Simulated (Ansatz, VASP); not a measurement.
CuI: VASP beside Ansatz

The input POSCAR:

```
CuI
1.0
    4.1473371115      0.0000000000      0.0000000000
   -2.0736685558      3.5916992967      0.0000000000
    0.0000000000      0.0000000000      6.3363560900
Cu I
2 2
Direct
    0.0000000000      0.0000000000      0.0000000000
    0.0000000000      0.0000000000      0.5000000000
    0.3333333333      0.6666666667      0.2500000000
    0.6666666667      0.3333333333      0.7500000000
```

File INCAR.step1:

```
PREC     = Accurate       # precision mode
ENCUT    = 520            # plane-wave cutoff, eV
ISMEAR   = 0              # smearing method
SIGMA    = 0.01           # smearing width, eV
LREAL    = F              # projectors in reciprocal space
LASPH    = T              # aspherical terms in the spheres
NELM     = 100            # most SCF steps
NBANDS   = 26             # bands
GGA      = PE             # functional
ALGO     = Normal         # electronic algorithm
EDIFF    = 1E-4           # SCF threshold, eV
LWAVE    = T              # write WAVECAR
LCHARG   = F              # write CHGCAR
```

INCAR.step2

```
PREC     = Accurate       # precision mode
ENCUT    = 520            # plane-wave cutoff, eV
EDIFF    = 1E-7           # SCF threshold, eV
ISMEAR   = 0              # smearing method
SIGMA    = 0.01           # smearing width, eV
LREAL    = F              # projectors in reciprocal space
LASPH    = T              # aspherical terms in the spheres
NELM     = 100            # most SCF steps
ALGO     = Normal         # electronic algorithm
ISIF     = 2              # what is computed and relaxed
LWAVE    = F              # write WAVECAR
LCHARG   = F              # write CHGCAR
METAGGA  = R2SCAN         # meta-GGA
LMIXTAU  = T            
NBANDS   = 26             # bands
ISTART   = 1
```

The input KPOINTS:

```
Automatic mesh
0
Gamma
  12 12 4
```

Input for Ansatz:

```yaml
crystal:
  lattice:
    - [4.1473371115, 0.0, 0.0]
    - [-2.0736685558, 3.5916992967, 0.0]
    - [0.0, 0.0, 6.33635609]
  atoms:
    - { symbol: Cu, position: [0.0, 0.0, 0.0] }
    - { symbol: Cu, position: [0.0, 0.0, 0.5] }
    - { symbol: I, position: [0.3333333333, 0.6666666667, 0.25] }
    - { symbol: I, position: [0.6666666667, 0.3333333333, 0.75] }
kpoints:
  mp_grid: { grid: [12, 12, 4] }
  band_path:
    path:
      - [0.0, 0.0, 0.0]
      - [0.5, 0.0, 0.0]
      - [0.3333333333, 0.3333333333, 0.0]
      - [0.0, 0.0, 0.5]
      - [0.5, 0.0, 0.5]
      - [0.3333333333, 0.3333333333, 0.5]
      - [0.0, 0.5, 0.0]
    npoints: 1
hamiltonian:
  xc: r2scan
scf:
  occupations: { method: fixed }
  n_extra_bands: 5
output:
  forces: true
  stress: true
  eigenvalues: true
  write_density: true
  write_potential: true
  elf: true
  volumetric_format: npy
```

Alike in both runs: task single point; functional r2SCAN; k mesh 12 × 12 × 4; no spin polarisation.

|  | VASP | Ansatz |
| --- | --- | --- |
| version | VASP 6.6.1 | Ansatz 0.2.0 |
| potentials or method | VASP PAW PBE potentials, release 64 (Cu, I) | plane waves, PAW |
| plane-wave cutoff (eV) | 520 | 500 |
| occupations | gaussian, width 0.01 eV | fixed |
| valence electrons in the cell | 36 | 72 |

```csv
,VASP,Ansatz,Ansatz less VASP
gap on the k mesh at the Fermi level (eV),0.83,0.84,+0.007
pressure (GPa),0.0,0.0,0.00
largest component of the traceless stress (GPa),0.06,0.03,-0.031
```

The two sets of potentials don't hold the same shells in valence.

Caveats: the PAW data sets were made with another functional, which shifts forces and pressure a little (VASP); spin-orbit coupling is left out, which moves the levels of the heavy elements. r2SCAN opens gaps a little over a GGA but as a rule still falls short of measured ones. A k mesh can miss the band edges.
